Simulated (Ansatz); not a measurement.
# Is this KF structure stable?

It was reached by relaxing an invented guess, and it needn't be the stable form of this composition.

Computed with Ansatz 0.2.0, DFT PBE, scalar-relativistic, plane waves, PAW. Settings of the last relaxation (2-atom cell): 420 eV, 8×8×8 k points, Gaussian smearing of 0.02 eV, no spin polarisation.

```cif
data_structure
_symmetry_space_group_name_H-M 'P 1'
_symmetry_Int_Tables_number 1
_cell_length_a 4.2092
_cell_length_b 4.2092
_cell_length_c 4.2092
_cell_angle_alpha 60.000
_cell_angle_beta 60.000
_cell_angle_gamma 60.000
_cell_volume 52.73
loop_
_atom_site_label
_atom_site_type_symbol
_atom_site_fract_x
_atom_site_fract_y
_atom_site_fract_z
_atom_site_occupancy
K1 K 0.25000 0.25000 0.25000 1
F1 F 0.00000 0.00000 0.00000 1
```

The zero of energy is the elements' standard structures at the same level (F₂ as a molecule); no fitted shifts are applied.

Q: These tests were run: energy against the elements; phonons on a 4×4×4 q mesh; elastic tensor. What do they show?

A:

```
                       test                         result
energy against the elements                 −2.628 eV/atom
  phonons on a 4×4×4 q mesh  no imaginary mode on the mesh
             elastic tensor         least eigenvalue 3 GPa
```

It fails none of these tests. Whether a mixture of other phases lies lower isn't tested here.

The run for the phonons used an 8×8×8 k mesh. The run for the elastic tensor used an 8×8×8 k mesh.
